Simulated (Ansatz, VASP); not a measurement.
# MgGaAu in two plane-wave programs

Aim: how closely do two programs agree when they are given the same cell, functional and k mesh?

Method: plane waves, with VASP 6.6.1 beside it; single point at PBEsol, in Ansatz 0.2.0.

### Step 1. The structure

It takes space group P-62m (No. 189, hexagonal). The conventional cell has a = 7.518 Å, b = 7.518 Å, c = 3.149 Å, α = 90.00°, β = 90.00°, γ = 120.00°. Au has 3 Ga at 2.68 Å and 6 Mg at 2.84 Å nearest. Au has 6 Ga at 2.70 Å and 3 Mg at 2.81 Å nearest. Ga has 4 Au at 2.68 to 2.70 Å and 6 Mg at 2.96 to 3.01 Å nearest. Nearest to Mg lie 5 Au at 2.81 to 2.84 Å and 6 Ga at 2.96 to 3.01 Å and 2 Mg at 3.15 Å. Nearest to Mg lie 5 Au at 2.81 to 2.84 Å and 6 Ga at 2.96 to 3.01 Å and 2 Mg at 3.15 Å. Farther neighbours are not listed.

### Step 2. Ansatz: single point, PBEsol

Ansatz runs on its default PAW (the set named soft_2) files.

A single point gives forces, pressure and levels at one fixed geometry, so differences don't come from the geometry; what else differs is listed under the comparison.

The input, input.yaml:

```yaml
crystal:
  lattice:
    - [-3.7588302299, 6.5104849353, 3.1492496688]
    - [7.5176604598, 0.0, 3.1492496688]
    - [7.5176604598, 13.0209698706, 0.0]
  atoms:
    - { symbol: Au, position: [0.0833333333, 0.4166666667, 0.125] }
    - { symbol: Au, position: [0.0833333333, 0.4166666667, 0.625] }
    - { symbol: Au, position: [0.5833333333, 0.9166666667, 0.375] }
    - { symbol: Au, position: [0.5833333333, 0.9166666667, 0.875] }
    - { symbol: Au, position: [0.4166666667, 0.0833333333, 0.125] }
    - { symbol: Au, position: [0.4166666667, 0.0833333333, 0.625] }
    - { symbol: Au, position: [0.9166666667, 0.5833333333, 0.375] }
    - { symbol: Au, position: [0.9166666667, 0.5833333333, 0.875] }
    - { symbol: Au, position: [0.0, 0.0, 0.0] }
    - { symbol: Au, position: [0.0, 0.0, 0.5] }
    - { symbol: Au, position: [0.5, 0.5, 0.25] }
    - { symbol: Au, position: [0.5, 0.5, 0.75] }
    - { symbol: Ga, position: [0.895886271, 0.6041137289, 0.1979431355] }
    - { symbol: Ga, position: [0.895886271, 0.6041137289, 0.6979431355] }
    - { symbol: Ga, position: [0.395886271, 0.1041137289, 0.4479431355] }
    - { symbol: Ga, position: [0.395886271, 0.104113729, 0.9479431355] }
    - { symbol: Ga, position: [0.25, 0.25, 0.229113729] }
    - { symbol: Ga, position: [0.25, 0.25, 0.7291137289] }
    - { symbol: Ga, position: [0.75, 0.75, 0.479113729] }
    - { symbol: Ga, position: [0.75, 0.75, 0.979113729] }
    - { symbol: Ga, position: [0.1041137289, 0.395886271, 0.9479431355] }
    - { symbol: Ga, position: [0.1041137289, 0.395886271, 0.4479431355] }
    - { symbol: Ga, position: [0.6041137289, 0.895886271, 0.1979431355] }
    - { symbol: Ga, position: [0.6041137289, 0.895886271, 0.6979431355] }
    - { symbol: Mg, position: [0.8129628371, 0.1870371629, 0.4064814186] }
    - { symbol: Mg, position: [0.8129628371, 0.1870371629, 0.9064814186] }
    - { symbol: Mg, position: [0.3129628371, 0.6870371629, 0.6564814186] }
    - { symbol: Mg, position: [0.3129628371, 0.6870371629, 0.1564814186] }
    - { symbol: Mg, position: [0.0, 0.0, 0.1870371629] }
    - { symbol: Mg, position: [0.0, 0.0, 0.6870371629] }
    - { symbol: Mg, position: [0.5, 0.5, 0.4370371629] }
    - { symbol: Mg, position: [0.5, 0.5, 0.9370371629] }
    - { symbol: Mg, position: [0.6870371629, 0.3129628371, 0.1564814186] }
    - { symbol: Mg, position: [0.6870371629, 0.3129628371, 0.6564814185] }
    - { symbol: Mg, position: [0.1870371629, 0.8129628371, 0.4064814186] }
    - { symbol: Mg, position: [0.1870371629, 0.8129628371, 0.9064814186] }
hamiltonian:
  xc: pbesol
  pseudopotentials: { kind: paw }
kpoints:
  mp_grid: { grid: [4, 4, 3] }
scf:
  occupations: { method: methfessel_paxton, width: 0.2 }
  n_extra_bands: 13
output:
  forces: true
  stress: true
  eigenvalues: true
  write_density: true
  write_potential: true
  elf: true
  volumetric_format: npy
```

The run is started by

```bash
ansatz run input.yaml --threads 8 --pin off --max-ram 18432MiB --backend cpu --events-out ev --progress --plain --runs-dir out
```

Numbers of over 12 decimals in the logs are rounded to 6 here.

Log:

```text
scf.n_extra_bands = 13 over 252 filled bands (N_el = 504.0): the run solves 265 bands
Engine: ansatz 0.2.0, aarch64-unknown-linux-gnu
Pseudopotentials: kind: paw
Pseudopotential: Au, paw, valence charge 19, recommended cutoff 420 eV (normal), Au.paw.azcp
Pseudopotential: Ga, paw, valence charge 13, recommended cutoff 420 eV (normal), Ga.paw.azcp
Pseudopotential: Mg, paw, valence charge 10, recommended cutoff 420 eV (normal), Mg.paw.azcp
Functional definition: PBEsol
  exchange = pbesol_x
  correlation = pbesol_c
Crystal: 36 atoms, lattice volume = 616.543 Å³
Basis set: ecut = 420 eV, 12085 PW (Γ), exchange–correlation on 120×120×216 points (8 copies of the dense FFT grid, shifted against one another)
Bands: 265, of which v1, the nominal top of the filled ones, is band 252 counted from 1 (251 counted from 0)
Symmetry: 8 space group operations
Space group: P-62m (ITA 189), of the structure as read, at distance tolerance 8.5e-5 Å
k-points: 17 of 48 (time reversal used)
Non-local potential: Au, projectors of the file, l = 0: 3, l = 1: 2, l = 2: 2, l = 3: 1
Non-local potential: Ga, projectors of the file, l = 0: 2, l = 1: 2, l = 2: 3, l = 3: 1
Non-local potential: Mg, projectors of the file, l = 0: 3, l = 1: 2, l = 2: 1
PAW form: soft (Blöchl's): semilocal exchange-correlation on the pseudo side does not see the compensation charge
PAW frozen core: Au, regenerated for the run's functional, and the local potential with it (the file was generated under x = pbe(κ = 0.804, μ = 0.219515), c = pbe(β = 0.066725))
PAW frozen core: Ga, regenerated for the run's functional, and the local potential with it (the file was generated under x = pbe(κ = 0.804, μ = 0.219515), c = pbe(β = 0.066725))
PAW frozen core: Mg, regenerated for the run's functional, and the local potential with it (the file was generated under x = pbe(κ = 0.804, μ = 0.219515), c = pbe(β = 0.066725))
PAW one-centre angular grid: Au, 590 points (default); XC on 64 Gauss nodes
PAW one-centre angular grid: Ga, 590 points (default); XC on 64 Gauss nodes
PAW one-centre angular grid: Mg, 110 points (default); XC on 64 Gauss nodes
Initial density: superposition of atomic densities (neutral atoms: chi_scale 0, normalization atom), corrected by the library's trained network
Initial wavefunctions: pseudopotential atomic-orbital guess
Functional: x = pbesol(κ = 0.804, μ = 0.123457), c = pbesol(β = 0.046)
SCF iter   1: F=—  HF=-223964.335021 eV  |F-HF|=—  |Δ(HF+E_count)|=         —  Δρ=3.66e-3  dr2=6.37e-2  ethr=1.77e-3  ⟨swp⟩=5.0  Hψ=15115  notcnv=0
preconditioner: auto → Kerker (q_TF=auto, 2.638 Å⁻¹)  [metal: Δε(μ)=0.039 eV  Ē_g=10.055 eV  σ=0.200 eV  W_gap=0.16  n_scr=202 (ndim 8)  ℏωp=26.4 eV  f_vac=0.000  D(μ)=10.16/eV (n_scr^D=58)]
SCF iter   2: F=—  HF=-223964.332105 eV  |F-HF|=—  |Δ(HF+E_count)|=   2.92e-3  S|Δr|=    0.00e0  Δρ=1.61e-3  dr2=1.31e-2  ethr=1.26e-5  ⟨swp⟩=2.4  Hψ=8397  notcnv=0
SCF iter   3: F=—  HF=-223964.330855 eV  |F-HF|=—  |Δ(HF+E_count)|=   1.25e-3  S|Δr|=    0.00e0  Δρ=6.44e-4  dr2=2.63e-3  ethr=2.59e-6  ⟨swp⟩=2.0  Hψ=7629  notcnv=0
SCF iter   4: F=—  HF=-223964.330616 eV  |F-HF|=—  |Δ(HF+E_count)|=   2.39e-4  S|Δr|=    0.00e0  Δρ=2.31e-4  dr2=6.62e-4  ethr=5.21e-7  ⟨swp⟩=2.0  Hψ=7119  notcnv=0
SCF iter   5: F=—  HF=-223964.330388 eV  |F-HF|=—  |Δ(HF+E_count)|=   2.28e-4  S|Δr|=    0.00e0  Δρ=9.81e-5  dr2=9.90e-5  ethr=1.31e-7  ⟨swp⟩=2.0  Hψ=7126  notcnv=0
SCF iter   6: F=—  HF=-223964.331175 eV  |F-HF|=—  |Δ(HF+E_count)|=   7.87e-4  S|Δr|=    0.00e0  Δρ=2.66e-5  dr2=7.28e-6  ethr=1.96e-8  ⟨swp⟩=2.0  Hψ=6089  notcnv=0
SCF iter   7: F=—  HF=-223964.331174 eV  |F-HF|=—  |Δ(HF+E_count)|=   1.15e-6  S|Δr|=    0.00e0  Δρ=8.36e-6  dr2=7.97e-7  ethr=1.44e-9  ⟨swp⟩=2.0  Hψ=5925  notcnv=0
SCF iter   8: F=-223964.331174 eV  HF=-223964.331174 eV  |F-HF|=4.85e-8  |Δ(HF+E_count)|=   1.50e-7  S|Δr|=    0.00e0  Δρ=2.94e-6  dr2=7.28e-8  ethr=1.98e-11  ⟨swp⟩=10.0  Hψ=39002  notcnv=0
SCF 1 converged in 8 iterations: F = -223964.331174 eV  dr2 = 7.28e-8
  greatest PAW one-centre occupation: 1.001 electrons in one spin orbital (limit 2), on the Au atom at site 7 (counted from 0), in its partial waves of l = 0
SCF converged after 8 iterations
Stability not checked: this state was not tested for a lower state beside it, because cold or Methfessel-Paxton smearing, or corrected tetrahedra, fill the levels in a way that the test cannot read (fill_not_monotonic; see scf.lower_state_search)
Free energy (F): -223964.331174 eV
Harris-Foulkes:  -223964.331174 eV  (|F-HF|=4.85e-8)
Internal energy: -223964.325319 eV  (E = F + TS)
E sigma→0 (E₀):  -223964.329710 eV
Entropy (-TS):   -0.005855 eV (-0.163 meV/atom)
Fermi energy:    13.430732 eV
--- Per-component energies (eV) ---
  E_band       = -7593.101725
  E_kinetic    = 9569.580439
  E_local      = -63150.854296  (includes V_loc(G=0)·N_el)
  E_nonlocal   = 7139.904294
  E_hartree    = 26445.151078
  E_xc         = -3913.657716
  E_vxc        = -4475.739436  (∫ρ·V_xc dr)
  E_paw        = -141521.099655  (= ΣΔE_a)
  E_vpaw       = -9566.270301  (= ΣTr[D̂ρ^β])
  E_aug_tail   = 0.014919  (compensation charges beyond the density's cutoff)
  E_ewald      = -58548.140212
  E_core_change = 14.775830  (= ΣΔE_core)
  E_smearing   = -0.005855  (= −TS)
  E_closure    = 0.000000  (closes the sum)
  Σ components = -223964.331174   (vs F -223964.331174, Δ=0.00e0)
--- Forces (eV/Å), atoms counted from 1 ---
  atom   1  Au    -0.01456554     0.00266410    -0.00552269
  atom   2  Au    -0.01456554     0.00266410    -0.00552269
  atom   3  Au    -0.01456554     0.00266410    -0.00552269
  atom   4  Au    -0.01456554     0.00266410    -0.00552269
  atom   5  Au     0.00958995    -0.01128208    -0.00552269
  atom   6  Au     0.00958995    -0.01128208    -0.00552269
  atom   7  Au     0.00958995    -0.01128208    -0.00552269
  atom   8  Au     0.00958995    -0.01128208    -0.00552269
  atom   9  Au    -0.00160888    -0.00278667     0.01043314
  atom  10  Au    -0.00160888    -0.00278667     0.01043314
  atom  11  Au    -0.00160888    -0.00278667     0.01043314
  atom  12  Au    -0.00160888    -0.00278667     0.01043314
  atom  13  Ga     0.05720356    -0.07397657     0.00481891
  atom  14  Ga     0.05720356    -0.07397657     0.00481891
  atom  15  Ga     0.05720356    -0.07397657     0.00481891
  atom  16  Ga     0.05720356    -0.07397657     0.00481891
  atom  17  Ga     0.04253327     0.07366979    -0.00242353
  atom  18  Ga     0.04253327     0.07366979    -0.00242353
  atom  19  Ga     0.04253327     0.07366979    -0.00242353
  atom  20  Ga     0.04253327     0.07366979    -0.00242353
  atom  21  Ga    -0.09266737     0.01255145     0.00481891
  atom  22  Ga    -0.09266737     0.01255145     0.00481891
  atom  23  Ga    -0.09266737     0.01255145     0.00481891
  atom  24  Ga    -0.09266737     0.01255145     0.00481891
[...]
atom  29  Mg     0.01818095     0.03149033    -0.00876393
  atom  30  Mg     0.01818095     0.03149033    -0.00876393
  atom  31  Mg     0.01818095     0.03149033    -0.00876393
  atom  32  Mg     0.01818095     0.03149033    -0.00876393
  atom  33  Mg    -0.03686389    -0.00027288     0.00107864
  atom  34  Mg    -0.03686389    -0.00027288     0.00107864
  atom  35  Mg    -0.03686389    -0.00027288     0.00107864
  atom  36  Mg    -0.03686389    -0.00027288     0.00107864
  max |Σ_I F_I| component: 1.84e-5 eV/Å
--- Stress (GPa, compression-positive) ---
       -0.919727       0.076099       0.119810
        0.076099      -0.831856       0.207517
        0.119810       0.207517       3.245304
  P = ⅓ Tr σ = 0.4979 GPa (4.979 kbar)
--- Band table (eV; the first three rows and the last of 17) ---
  k-point 0: bands = [... 248 lower, 13.2357, 13.6226, 13.6226, 13.9049, 13.9049, 14.0155, 14.2363, 14.3066, ... 9 higher]
  k-point 1: bands = [... 248 lower, 12.8004, 13.3384, 13.6646, 13.8968, 13.9076, 13.9988, 14.2095, 14.2485, ... 9 higher]
  k-point 2: bands = [... 248 lower, 12.8524, 12.9037, 13.4014, 13.4938, 13.6496, 13.7613, 13.8920, 14.2164, ... 9 higher]
  k-point 16: bands = [... 248 lower, 12.6042, 12.6692, 12.7666, 12.8822, 12.9591, 13.5734, 13.8939, 13.8991, ... 9 higher]
```

It took 2.7 min on 8 threads of Arm Neoverse N1, shared host; peak memory 7 GiB; 21 min of CPU time.

The run ends at a pressure of 0.50 GPa, with forces up to 0.094 eV/Å.

### Step 3. VASP: single point, PBEsol

The same cell, functional, mesh and smearing now go to VASP, with its own data sets and cutoff.

Lines of VASP's logs that name or quote its potential files are left out, and so is its time.

The input, INCAR:

```
SYSTEM = MgGaAu
PREC = Normal
ENCUT = 320
EDIFF = 1E-05
NELM = 120
ISMEAR = 1
SIGMA = 0.2
LREAL = Auto
ALGO = Fast
GGA = PS
LORBIT = 11
LWAVE = .FALSE.
LCHARG = .FALSE.
KPAR = 4
```

The input, POSCAR:

```
MgGaAu
1.0
   -3.7588302299      6.5104849353      3.1492496688
    7.5176604598      0.0000000000      3.1492496688
    7.5176604598     13.0209698706      0.0000000000
Au Ga Mg
12 12 12
Direct
    0.0833333333      0.4166666667      0.1250000000
    0.0833333333      0.4166666667      0.6250000000
    0.5833333333      0.9166666667      0.3750000000
    0.5833333333      0.9166666667      0.8750000000
    0.4166666667      0.0833333333      0.1250000000
    0.4166666667      0.0833333333      0.6250000000
    0.9166666667      0.5833333333      0.3750000000
    0.9166666667      0.5833333333      0.8750000000
    0.0000000000      0.0000000000      0.0000000000
    0.0000000000      0.0000000000      0.5000000000
    0.5000000000      0.5000000000      0.2500000000
    0.5000000000      0.5000000000      0.7500000000
    0.8958862710      0.6041137289      0.1979431355
    0.8958862710      0.6041137289      0.6979431355
    0.3958862710      0.1041137289      0.4479431355
    0.3958862710      0.1041137290      0.9479431355
    0.2500000000      0.2500000000      0.2291137290
    0.2500000000      0.2500000000      0.7291137289
    0.7500000000      0.7500000000      0.4791137290
    0.7500000000      0.7500000000      0.9791137290
    0.1041137289      0.3958862710      0.9479431355
    0.1041137289      0.3958862710      0.4479431355
    0.6041137289      0.8958862710      0.1979431355
    0.6041137289      0.8958862710      0.6979431355
    0.8129628371      0.1870371629      0.4064814186
    0.8129628371      0.1870371629      0.9064814186
    0.3129628371      0.6870371629      0.6564814186
    0.3129628371      0.6870371629      0.1564814186
    0.0000000000      0.0000000000      0.1870371629
    0.0000000000      0.0000000000      0.6870371629
    0.5000000000      0.5000000000      0.4370371629
    0.5000000000      0.5000000000      0.9370371629
    0.6870371629      0.3129628371      0.1564814186
    0.6870371629      0.3129628371      0.6564814185
    0.1870371629      0.8129628371      0.4064814186
    0.1870371629      0.8129628371      0.9064814186
```

The input, KPOINTS:

```
Automatic mesh
0
Gamma
4 4 3
0 0 0
```

The projector-augmented-wave data sets are Au, Ga and Mg (PBE family, release 64).

The run is started by

```bash
mpirun -np 4 vasp_std
```

Log:

```text
[banner, memory and clock lines left out]
running    4 mpi-ranks, on    1 nodes
[...]
|                                                                             |
|               ----> ADVICE to this user running VASP <----                  |
|                                                                             |
|     You enforced a specific xc type in the INCAR file but a different       |
|     [... a line on the potential file left out ...]
|     I HOPE YOU KNOW WHAT YOU ARE DOING!                                     |
|                                                                             |

 LDA part: xc-table for (Slater+PW92), standard interpolation
 POSCAR, INCAR and KPOINTS ok, starting setup
[...]
entering main loop
       N       E                     dE             d eps       ncg     rms          rms(c)
DAV:   1     0.697799329664E+03    0.69780E+03   -0.61985E+04  3910   0.986E+02
DAV:   2    -0.882514583287E+02   -0.78605E+03   -0.74569E+03  4407   0.210E+02
DAV:   3    -0.134877128386E+03   -0.46626E+02   -0.45071E+02  4612   0.465E+01
DAV:   4    -0.135999014210E+03   -0.11219E+01   -0.11115E+01  4428   0.738E+00
[...]
RMM:  12    -0.124534964679E+03    0.91894E-04   -0.17958E-03  4320   0.928E-02    0.224E-02
RMM:  13    -0.124534999486E+03   -0.34807E-04   -0.48732E-04  4497   0.405E-02    0.142E-02
RMM:  14    -0.124535003237E+03   -0.37515E-05   -0.71636E-05  3622   0.171E-02
   1 F= -.12453500E+03 E0= -.12453297E+03  d E =-.608672E-02
```

OUTCAR, selected parts (step 3):

```text
  Total       -5.2047458     -4.9121592     11.4954483      0.2533874      0.8048067      0.4646554
  in kB      -13.5253023    -12.7649727     29.8726236      0.6584648      2.0914092      1.2074757
  external PRESSURE =       1.1941162 kB  Pullay stress =       0.0000000 kB

 POSITION                                       TOTAL-FORCE (eV/Angst)
 -----------------------------------------------------------------------------------
      3.75883      2.17016      1.57462        -0.014282      0.003101     -0.005171
      7.51766      8.68065      1.57462        -0.014282      0.003101     -0.005171
      7.51766      8.68065      4.72387        -0.014282      0.003101     -0.005171
     11.27649     15.19113      4.72387        -0.014282      0.003101     -0.005171
     -0.00000      4.34032      1.57462         0.009827     -0.010818     -0.005171
      3.75883     10.85081      1.57462         0.009827     -0.010818     -0.005171
      3.75883     10.85081      4.72387         0.009827     -0.010818     -0.005171
      7.51766     17.36129      4.72387         0.009827     -0.010818     -0.005171
      0.00000      0.00000      0.00000        -0.001515     -0.002624      0.010816
      3.75883      6.51048      0.00000        -0.001515     -0.002624      0.010816
      3.75883      6.51048      3.14925        -0.001515     -0.002624      0.010816
      7.51766     13.02097      3.14925        -0.001515     -0.002624      0.010816
      2.66211      8.41007      4.72387         0.064367     -0.092325      0.003717
      6.42094     14.92055      4.72387         0.064367     -0.092325      0.003717
[...]
-----------------------------------------------------------------------------------
    total drift:                               -0.000532     -0.000921     -0.013984

  FREE ENERGIE OF THE ION-ELECTRON SYSTEM (eV)
  ---------------------------------------------------
  free  energy   TOTEN  =      -124.5350032373 eV

  energy  without entropy=     -124.5289165192  energy(sigma->0) =     -124.53297433

[... 2 further parts left out ...]
[key lines of the parts left out:]
E-fermi :   5.8331
```

The data set Ga keeps the semicore shell frozen, which is cheaper and a little less accurate.

### Step 4. Comparison

Known differences besides the potentials themselves: the data sets hold 504 valence electrons in Ansatz (default PAW (the set named soft_2) files) and 192 in VASP; the cutoff is 420 eV in Ansatz and 320 eV in VASP (PREC = Normal, projectors in real space); Ansatz makes its cores anew for this functional, VASP keeps those of its PBE data sets; VASP leaves aspherical gradient terms in its spheres out (LASPH is not set), Ansatz keeps them. Total energies have different zeros and are not compared.

Compared:

| quantity | Ansatz | VASP | difference |
| --- | --- | --- | --- |
| pressure (GPa) | 0.50 | 0.12 | +0.38 |

Forces on 10 of the 36 atoms, those with the largest forces and the largest differences (eV/Å; atoms numbered as in POSCAR):

| atom | Ansatz x, y, z | VASP x, y, z |
| --- | --- | --- |
| Ga13 | 0.057, -0.074, 0.005 | 0.064, -0.092, 0.004 |
| Ga14 | 0.057, -0.074, 0.005 | 0.064, -0.092, 0.004 |
| Ga15 | 0.057, -0.074, 0.005 | 0.064, -0.092, 0.004 |
| Ga16 | 0.057, -0.074, 0.005 | 0.064, -0.092, 0.004 |
| Ga18 | 0.043, 0.074, -0.002 | 0.055, 0.095, -0.002 |
| Ga19 | 0.043, 0.074, -0.002 | 0.055, 0.095, -0.002 |
| Ga20 | 0.043, 0.074, -0.002 | 0.055, 0.095, -0.002 |
| Ga22 | -0.093, 0.013, 0.005 | -0.112, 0.010, 0.004 |
| Ga23 | -0.093, 0.013, 0.005 | -0.112, 0.010, 0.004 |
| Ga24 | -0.093, 0.013, 0.005 | -0.112, 0.010, 0.004 |

The forces differ by 7.3 meV/Å r.m.s., which is 18.3 % of the r.m.s. force of 0.04 eV/Å (both taken over all components).

### Step 5. Summary of results

```yaml
r_m_s_force_difference_single_point_pbesol: 7.3 meV/Å
```

The r.m.s. force difference is 7.3 meV/Å (single point, PBEsol), within the 12 meV/Å picked in this series as the mark of a large difference. How closely two codes agree says nothing of how well the functional describes the real material.

[Lines on the potential files, build, host, timing and source positions are cut from VASP's logs without a mark.]

[Logs are printed without paths, hosts, clocks, repeated set-up lines and the standing remarks that a program may print on its own settings, such as how far it seeks lower states.]

[Hosts, paths, dates, database ids (printed as entryN), source tags and the programs' standing remarks are cut or masked in the printed files.]
